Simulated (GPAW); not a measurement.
A run of GPAW 26.7.0:

The input run.py:

```python
import json
import numpy as np
from ase.dft.bandgap import bandgap
from ase.io import read, write
from ase.units import GPa
from gpaw import GPAW, PW, setup_paths

setup_paths.insert(0, '.')

atoms = read('Pb.xyz')

calc = GPAW(mode=PW(510),
            xc='BLYP',
            kpts={'size': (9, 9, 9), 'gamma': True},
            occupations={'name': 'fermi-dirac', 'width': 0.05},
            nbands=14,
            convergence={'density': 1e-05, 'energy': 1e-05},
            eigensolver='davidson',
            maxiter=150,
            txt='gpaw.txt')
atoms.calc = calc
energy = atoms.get_potential_energy()
forces = atoms.get_forces()
stress = atoms.get_stress()
calc.write('gs.gpw')
write('result.traj', atoms)
print(f'Energy: {energy:.6f} eV')
print('Forces (eV/A):')
print(forces.round(4))
print('Stress (GPa):', (stress / GPa).round(3))
print('Fermi level:', round(calc.get_fermi_level(), 4), 'eV')
print(f'Gap: {bandgap(calc)[0]:.4f} eV, direct: {bandgap(calc, direct=True)[0]:.4f} eV')

size = (14, 14, 14)
dense = calc.fixed_density(kpts={'size': size, 'gamma': True}, update_fermi_level=True,
                           convergence={'bands': 'CBM+2.0', 'eigenstates': 1e-7}, txt='dense.txt')
ef = dense.get_fermi_level()
index = np.round(dense.get_bz_k_points() * size).astype(int) % size
recip = 2 * np.pi * atoms.cell.reciprocal()
sheets = []
for s, e_kn in enumerate(dense.eigenvalues()):
    for n in range(e_kn.shape[1] - 2):
        if e_kn[:, n].min() < ef < e_kn[:, n].max():
            e = np.empty(size)
            e[tuple(index.T)] = e_kn[dense.get_bz_to_ibz_map(), n] - ef
            de = np.array([(np.roll(e, -1, c) - np.roll(e, 1, c)) * size[c] / 2 for c in range(3)])
            v = np.linalg.norm(np.einsum('vc,cxyz->vxyz', np.linalg.inv(recip), de), axis=0)
            w = np.exp(-(e / 0.1)**2) / (0.1 * np.pi**0.5)
            sheets.append({'spin': s, 'band': n, 'filled': (e < 0).mean(), 'dos': w.mean(), 'bottom': e.min(), 'top': e.max(),
                           'velocity': (w * v).sum() / w.sum() * 1.519267e5, 'slice': e[:, :, 0].round(3).tolist()})
            print(f'spin {s} band {n}: filled share {sheets[-1]["filled"]:.3f}, from {e.min():.3f} to {e.max():.3f} eV,',
                  f'{w.mean():.3f} states/eV, mean velocity {sheets[-1]["velocity"]:.3e} m/s')
print('Fermi level on the dense mesh:', round(ef, 4), 'eV,', len(sheets), 'sheets')
json.dump({'ef': ef, 'sheets': sheets}, open('fermi.json', 'w'))
```

File Pb.xyz:

```xyz
1
Lattice="-1.9796595667 1.9796595667 1.9796595667 1.9796595667 -1.9796595667 1.9796595667 1.9796595667 1.9796595667 -1.9796595667" Properties=species:S:1:pos:R:3 pbc="T T T"
Pb     0.0000000000      0.0000000000      0.0000000000
```

Potentials or basis: PAW data sets generated in the run's folder for this functional, pw.

Command:

```console
$ gpaw-setup -f BLYP Pb
$ OMP_NUM_THREADS=1 python run.py
```

Hardware: 1 thread of Arm Neoverse V1, with other jobs on the host.

Q: Estimate the wall time of this run.

A: Run time: 30 s on 1 thread of Arm Neoverse V1, with other jobs on the host, peak memory 0.17 GiB. Counts: scf iterations 20, plane waves 824, bands 14, k points 35.
